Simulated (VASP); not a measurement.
# TaN (P6_3/mmc) in VASP: settings compared, part 2 of 2

VASP 6.6.1. Earlier steps stand in the parts before.

## Step 3: Band structure, r2SCAN

INCAR

```
SYSTEM = TaN
PREC     = Accurate       ! precision mode
ENCUT    = 520            ! plane-wave cutoff, eV
EDIFF    = 1E-6           ! SCF threshold, eV
ISMEAR   = -1             ! smearing method
SIGMA    = 0.05           ! smearing width, eV
LREAL    = .FALSE.        ! projectors in reciprocal space
LASPH    = .TRUE.         ! aspherical terms in the spheres
NELM     = 100            ! most SCF steps
ALGO     = Normal         ! electronic algorithm
ISIF     = 2              ! what is computed and relaxed
LWAVE    = .FALSE.        ! write WAVECAR
LCHARG   = .FALSE.        ! write CHGCAR
LMAXMIX  = 4              ! l up to which the mixer works
METAGGA  = R2SCAN         ! meta-GGA
LMIXTAU  = .TRUE.
```

KPOINTS

```
Automatic mesh
0
G
  10 10 5
  0 0 0
```

POSCAR

```
TaN
1.0
    2.9217699809      0.0000000000      0.0000000000
   -1.4608849905      2.5303270275      0.0000000000
    0.0000000000      0.0000000000      5.9165150000
Ta N
2 2
Direct
    0.0000000000      0.0000000000      0.5000000000
    0.0000000000      0.0000000000      0.0000000000
    0.3333333333      0.6666666667      0.2500000000
    0.6666666667      0.3333333333      0.7500000000
```

KPOINTS_OPT

```
path GMKGALHA,LM,KH
20
line-mode
reciprocal
 0.0000000000  0.0000000000  0.0000000000  G
 0.5000000000  0.0000000000  0.0000000000  M

 0.5000000000  0.0000000000  0.0000000000  M
 0.3333333333  0.3333333333  0.0000000000  K

 0.3333333333  0.3333333333  0.0000000000  K
 0.0000000000  0.0000000000  0.0000000000  G

 0.0000000000  0.0000000000  0.0000000000  G
 0.0000000000  0.0000000000  0.5000000000  A

 0.0000000000  0.0000000000  0.5000000000  A
 0.5000000000  0.0000000000  0.5000000000  L

 0.5000000000  0.0000000000  0.5000000000  L
 0.3333333333  0.3333333333  0.5000000000  H

 0.3333333333  0.3333333333  0.5000000000  H
 0.0000000000  0.0000000000  0.5000000000  A

 0.5000000000  0.0000000000  0.5000000000  L
 0.5000000000  0.0000000000  0.0000000000  M

 0.3333333333  0.3333333333  0.0000000000  K
 0.3333333333  0.3333333333  0.5000000000  H
```

Potentials or basis: VASP PAW PBE potentials, release 64 (Ta_pv, N).

On the command line:

```
$ cat potpaw_PBE.64/Ta_pv/POTCAR potpaw_PBE.64/N/POTCAR > POTCAR
$ mpirun -np 1 vasp_std > vasp.out
```

OUTCAR:

```text
SYSTEM = TaN
   PREC = Accurate
   ENCUT = 520
   EDIFF = 1E-6
   ISMEAR = -1
   LREAL = .FALSE.
   LASPH = .TRUE.
   NELM = 100
   ISIF = 2
   METAGGA = R2SCAN

 ion  position               nearest neighbor table
   1  0.000  0.000  0.500-   3 2.24   4 2.24   4 2.24   3 2.24   4 2.24   3 2.24   2 2.96   2 2.96

   2  0.000  0.000  0.000-   3 2.24   4 2.24   4 2.24   3 2.24   4 2.24   3 2.24   1 2.96   1 2.96

   3  0.333  0.667  0.250-   1 2.24   2 2.24   1 2.24   2 2.24   1 2.24   2 2.24
   4  0.667  0.333  0.750-   1 2.24   2 2.24   1 2.24   2 2.24   1 2.24   2 2.24

[... 749 lines left out ...]

 [... further k-points ...]
[... 5 lines left out ...]
  --------------------------------------------------------------------------------------
  -------------------------------------------------------------------------------------
  Total       -1.2287102     -1.2287102     -1.0534488      0.0000000     -0.0000000      0.0000000
  in kB      -45.0061035    -45.0061035    -38.5864973      0.0000000     -0.0000000      0.0000000
  external PRESSURE =     -42.8662348 kB  Pullay stress =       0.0000000 kB

 VOLUME and BASIS-vectors are now :
 -----------------------------------------------------------------------------
  energy-cutoff  :      520.00
  volume of cell :       43.74
      direct lattice vectors                 reciprocal lattice vectors
     2.921769981  0.000000000  0.000000000     0.342258291  0.197602916  0.000000000
    -1.460884991  2.530327027  0.000000000     0.000000000  0.395205833  0.000000000
     0.000000000  0.000000000  5.916515000     0.000000000  0.000000000  0.169018417

 POSITION                                       TOTAL-FORCE (eV/Angst)
 -----------------------------------------------------------------------------------
      0.00000      0.00000      2.95826         0.000000      0.000000     -0.000000
      0.00000      0.00000      0.00000         0.000000      0.000000     -0.000000
     -0.00000      1.68688      1.47913        -0.000000      0.000000      0.000000
      1.46088      0.84344      4.43739         0.000000      0.000000      0.000000
 -----------------------------------------------------------------------------------
    total drift:                               -0.000000      0.000000      0.000000

  FREE ENERGIE OF THE ION-ELECTRON SYSTEM (eV)
  ---------------------------------------------------
  free  energy   TOTEN  =      -119.6898954169 eV

  energy  without entropy=     -119.6806875204  energy(sigma->0) =     -119.68529147
```

OSZICAR:

```text
N       E                     dE             d eps       ncg     rms          rms(c)
DAV:   1     0.190325840790E+03    0.19033E+03   -0.18432E+04  1680   0.172E+03
DAV:   2    -0.119939743437E+03   -0.31027E+03   -0.30039E+03  1976   0.464E+02
DAV:   3    -0.133781655592E+03   -0.13842E+02   -0.13566E+02  2124   0.914E+01
DAV:   4    -0.134052447085E+03   -0.27079E+00   -0.26308E+00  2148   0.117E+01
DAV:   5    -0.134058625034E+03   -0.61779E-02   -0.61567E-02  2152   0.129E+00    0.332E+01
DAV:   6    -0.121358668332E+03    0.12700E+02   -0.27797E+01  2036   0.390E+01    0.144E+01
DAV:   7    -0.119001454671E+03    0.23572E+01   -0.30185E+00  1948   0.119E+01    0.633E+00
DAV:   8    -0.119394389542E+03   -0.39293E+00   -0.14261E+00  1868   0.948E+00    0.237E+00
DAV:   9    -0.119646629958E+03   -0.25224E+00   -0.36093E-01  1904   0.567E+00    0.370E-01
DAV:  10    -0.119687342716E+03   -0.40713E-01   -0.21494E-02  1932   0.140E+00    0.323E-01
[... 47 further cycles ...]
DAV:   8    -0.135505642402E+05   -0.69320E-05     1448
DAV:   9    -0.135505642406E+05   -0.33748E-06     1312
       N       E                     dE             ncg
DAV:   1     0.390325448266E+05   -0.18215E+05      480
DAV:   2     0.354681449282E+05   -0.35644E+04      568
DAV:   3     0.353282238470E+05   -0.13992E+03      588
DAV:   4     0.353255644309E+05   -0.26594E+01      616
DAV:   5     0.353255133170E+05   -0.51114E-01      584
DAV:   6     0.353255121741E+05   -0.11429E-02      624
DAV:   7     0.353255121535E+05   -0.20551E-04      480
DAV:   8     0.353255121532E+05   -0.36113E-06      400
```

Wall time 8 min (1 thread of AMD EPYC 7R13 (Zen 3), shared host); peak memory 0.17 GiB.

Results:

* Free energy: -119.6899 eV
* Pressure: -4.3 GPa
* Band gap along the path: none (metal or under the smearing width)

Levels at the corners of the path, in eV from the Fermi level:
| point | band 13 | band 14 | band 15 | band 16 | band 17 | band 18 | band 19 | band 20 |
| --- | --- | --- | --- | --- | --- | --- | --- | --- |
| Γ | -3.73 | -2.19 | -2.19 | -0.21 | -0.21 | 0.61 | 0.61 | 2.40 |
| M | -4.45 | -3.81 | -3.04 | -2.20 | 2.99 | 4.11 | 4.92 | 5.36 |
| M | -4.45 | -3.81 | -3.04 | -2.20 | 2.99 | 4.11 | 4.92 | 5.38 |
| K | -6.24 | -4.14 | 0.19 | 0.19 | 0.96 | 0.96 | 2.08 | 5.01 |
| K | -6.24 | -4.14 | 0.19 | 0.19 | 0.96 | 0.96 | 2.08 | 5.01 |
| Γ | -3.73 | -2.19 | -2.19 | -0.21 | -0.21 | 0.61 | 0.61 | 2.40 |
| Γ | -3.73 | -2.19 | -2.19 | -0.21 | -0.21 | 0.61 | 0.61 | 2.40 |
| A | -4.09 | -4.09 | -0.69 | -0.69 | 1.02 | 1.02 | 1.02 | 1.02 |
| A | -4.09 | -4.09 | -0.69 | -0.69 | 1.02 | 1.02 | 1.02 | 1.02 |
| L | -4.59 | -4.59 | -2.31 | -2.31 | 4.02 | 4.02 | 4.87 | 4.87 |
| L | -4.59 | -4.59 | -2.31 | -2.31 | 4.02 | 4.02 | 4.87 | 4.87 |
| H | -5.97 | -5.97 | -0.48 | -0.48 | 2.78 | 2.78 | 3.20 | 3.20 |
| H | -5.97 | -5.97 | -0.48 | -0.48 | 2.78 | 2.78 | 3.20 | 3.20 |
| A | -4.09 | -4.09 | -0.69 | -0.69 | 1.02 | 1.02 | 1.02 | 1.02 |
| L | -4.59 | -4.59 | -2.31 | -2.31 | 4.02 | 4.02 | 4.87 | 4.87 |
| M | -4.45 | -3.81 | -3.04 | -2.20 | 2.99 | 4.11 | 4.92 | 5.40 |
| K | -6.24 | -4.14 | 0.19 | 0.19 | 0.96 | 0.96 | 2.08 | 5.01 |
| H | -5.97 | -5.97 | -0.48 | -0.48 | 2.78 | 2.78 | 3.20 | 3.20 |

Caveat: the PAW data sets were made with another functional, which shifts forces and pressure a little; spin-orbit coupling is left out, which moves the levels of the heavy elements.

## Step 4: Band structure, r2SCAN, spin-orbit coupling, no magnetisation

INCAR

```
SYSTEM = TaN
ALGO = Normal
EDIFF = 1E-6
ENCUT = 520
GGA_COMPAT = .False.
ISIF = 2
ISMEAR = -1
LASPH = .True.
LCHARG = .False.
LMAXMIX = 4
LMIXTAU = .True.
LNONCOLLINEAR = .True.
LORBIT = 11
LREAL = .False.
LSORBIT = .True.
LWAVE = .False.
MAGMOM = 0 0 0 0 0 0 0 0 0 0 0 0
METAGGA = R2SCAN
NBANDS = 46
NELM = 80
PREC = Accurate
SIGMA = 0.05
```

KPOINTS

```
k-points
0
Gamma
  7 7 4
  0 0 0
```

POSCAR is that of step 3.

Changes to KPOINTS_OPT since step 3:

```diff
@@ -1,3 +1,3 @@
 path GMKGALHA,LM,KH
-20
+15
 line-mode
```

On the command line:

```
$ cat potpaw_PBE.64/Ta_pv/POTCAR potpaw_PBE.64/N/POTCAR > POTCAR
$ mpirun -np 1 vasp_ncl > vasp.out
```

Run time: 38 min. Hardware: 1 thread of AMD EPYC 7R13 (Zen 3), shared host; peak memory 0.38 GiB.

Results (log left out):

* Free energy: -120.9883 eV
* Pressure: -3.9 GPa
* Valence electrons inside the program's atomic spheres: Ta 8.99; N 3.75

Stress tensor (GPa, compression positive):
```
-4.69  0.00  0.00
 0.00 -4.69  0.00
 0.00  0.00 -2.29
```

Caveat: the PAW data sets were made with another functional, which shifts forces and pressure a little.

## Step 5: The runs side by side

| task | level | spin | cell | k mesh | cutoff (eV) | smearing | pressure (GPa) |
| --- | --- | --- | --- | --- | --- | --- | --- |
| phonons | PBE | off | relaxed | 7 × 7 × 4 | 600 | gaussian 0.02 eV | - |
| band structure | r2SCAN | off | as given | 10 × 10 × 5 | 520 | fermi-dirac 0.05 eV | -4.3 |
| band structure | r2SCAN | SOC, no magnetisation | as given | 7 × 7 × 4 | 520 | fermi-dirac 0.05 eV | -3.9 |

Alike in all rows: potentials or basis VASP PAW PBE potentials, release 64 (Ta_pv, N).

Caveats: the PAW data sets were made with another functional, which shifts forces and pressure a little (some runs); spin-orbit coupling is left out, which moves the levels of the heavy elements (some runs).

Absolute energies hang on the potentials; compare differences alone.
